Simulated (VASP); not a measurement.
Crystal: KBr.

```xyz
2
Lattice="0.0000 3.3000 3.3000 3.3000 0.0000 3.3000 3.3000 3.3000 0.0000" Properties=species:S:1:pos:R:3 pbc="T T T"
K     0.0000    0.0000    0.0000
Br    3.3000    3.3000    3.3000
```

Base run:

* Program: VASP 6.6.1
* Functional: LDA
* Potentials or basis: VASP PAW LDA potentials, release 64 (K_sv, Br)
* Cutoff: 520 eV
* k mesh: 6 × 6 × 6
* Occupations: gaussian, width 0.03 eV
* Spin: no spin polarisation

Its results: band gap on the k mesh 4.04 eV, direct; pressure -1.6 GPa.

Question: The run is repeated on the same cell with these changes: functional from LDA to PBEsol; potentials or basis from VASP PAW LDA potentials, release 64 (K_sv, Br) to VASP PAW PBE potentials, release 64 (K_sv, Br). What comes out?

Answer: Band gap on the k mesh 4.28 eV, direct; pressure -0.3 GPa.

Caveats: the PAW data sets were made with another functional, which shifts forces and pressure a little (some runs).

A k mesh can miss the band edges.

Not every run made on this cell is shown here.
